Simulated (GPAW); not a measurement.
Crystal: Si2Mo.

```
Mo Si
1.0
    -1.60000    1.60000    3.93050
     1.60000   -1.60000    3.93050
     1.60000    1.60000   -3.93050
Mo Si
1 2
Direct
  0.00000 0.00000 0.00000
  0.66700 0.66700 0.00000
  0.33300 0.33300 0.00000
```

| Quantity | Value |
| --- | --- |
| Program | GPAW 26.7.0 |
| Task | relaxation of cell and atoms |
| Functional | PBE |
| Dispersion | D4 |
| Potentials or basis | GPAW PAW data sets (gpaw-data 1.2.1) |
| Cutoff | 600 eV |
| Basis | pw |
| k mesh | 7 × 7 × 7 |
| Occupations | fermi-dirac, width 0.05 eV |
| Spin | no spin polarisation |

At the start: pressure -3.4 GPa; volume 13.42 Å³/atom.

Task: Where does the relaxation end?

Result: Over 4 steps the energy falls by 3.4 meV/atom and the volume is 13.23 Å³/atom (-1.4 %); space group I4/mmm (No. 139, to 0.05 Å).

Step by step:
```
step  energy change (eV)  largest force (eV/Å)  pressure (GPa)  volume (Å³)
   1              0.0000                0.2964           -3.37        40.25
   2             -0.0038                0.2342           -2.73        40.14
   3             -0.0085                0.1192           -1.55        39.93
   4             -0.0102                0.0277           -0.01        39.68
```

Final structure:
```yaml
crystal:
  lattice:
    - [-1.59344, 1.59344, 3.90659]
    - [1.59344, -1.59344, 3.90659]
    - [1.59343, 1.59343, -3.90659]
  atoms:
    - { symbol: Mo, position: [0.00000, 0.00000, 0.00000] }
    - { symbol: Si, position: [0.66513, 0.66513, 0.00000] }
    - { symbol: Si, position: [0.33487, 0.33487, 0.00000] }
```

Caveat: the k mesh is coarse (spacing up to 0.40 Å⁻¹), so the values aren't converged; later steps reuse the first step's grids; pairwise dispersion overbinds metals, which lowers pressure and volume.
